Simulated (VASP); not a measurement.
Write the native input for VASP 6.6.1 that does the following.

```yaml
Task: relaxation of cell and atoms
Functional: RPBE
Dispersion: D3(BJ)
Potentials_or_basis: VASP PAW PBE potentials, release 64 (Zn, S)
Cutoff: 600 eV
k_mesh: 8 × 8 × 3
Occupations: fermi-dirac, width 0.05 eV
Spin: no spin polarisation
Further_INCAR_settings: ALGO = Fast; EDIFF = 1e-06; IBRION = 2; EDIFFG = -0.02; NSW = 40; ISIF = 3
```

The structure of ZnS (Wurtzite-4H) lies in POSCAR:

```
ZnS
1.0
    3.8227000000      0.0000000000      0.0000000000
   -1.9113500000      3.3105553110      0.0000000000
    0.0000000000      0.0000000000     12.5200000000
Zn S
4 4
Direct
    0.6666666667      0.3333333333      0.7500000000
    0.3333333333      0.6666666667      0.2500000000
    0.0000000000      0.0000000000      0.5000000000
    0.0000000000      0.0000000000      0.0000000000
    0.6666666667      0.3333333333      0.9375000000
    0.3333333333      0.6666666667      0.4375000000
    0.0000000000      0.0000000000      0.6875000000
    0.0000000000      0.0000000000      0.1875000000
```

These files were run (other wordings do the same):

INCAR

```
SYSTEM = ZnS
PREC = Accurate
ENCUT = 600
EDIFF = 1E-6
ISMEAR = -1
SIGMA = 0.05
LREAL = .FALSE.
LASPH = .TRUE.
NELM = 100
ALGO = Fast
ISIF = 3
LWAVE = .FALSE.
LCHARG = .FALSE.
GGA = RP
IVDW = 12
IBRION = 2
NSW = 40
EDIFFG = -0.02
```

KPOINTS

```
regular mesh
0
G
  8 8 3
  0 0 0
```

Potentials or basis: VASP PAW PBE potentials, release 64 (Zn, S).

The run is started by

```sh
$ cat potpaw_PBE.64/Zn/POTCAR potpaw_PBE.64/S/POTCAR > POTCAR
$ mpirun -np 1 vasp_std > vasp.out
```

Results of the run:

| Item | Value |
| --- | --- |
| Relaxed volume | 18.19 Å³/atom |
| Relaxed cell | a = 3.718 Å, b = 3.718 Å, c = 12.156 Å, α = 90.00°, β = 90.00°, γ = 120.00° |
| Space group after relaxing (to 0.05 Å) | P6_3mc (No. 186) |
| Energy gained by relaxing | 33.6 meV/atom |
| Ionic steps | 6 |
| Pressure after relaxing | -0.1 GPa |
| Largest force after relaxing | 0.004 eV/Å |
| Band gap on the k mesh | 2.69 eV, direct |
| Dispersion energy per atom | -1.220 eV |

Caveat: the PAW data sets were made with another functional, which shifts forces and pressure a little; an odd mesh through Γ misses points on the zone boundary, where band edges often lie.

It took 6.5 min on 1 thread of Intel(R) Xeon(R) 6975P-C (Granite Rapids), with other jobs on the host, peak memory 0.42 GiB.
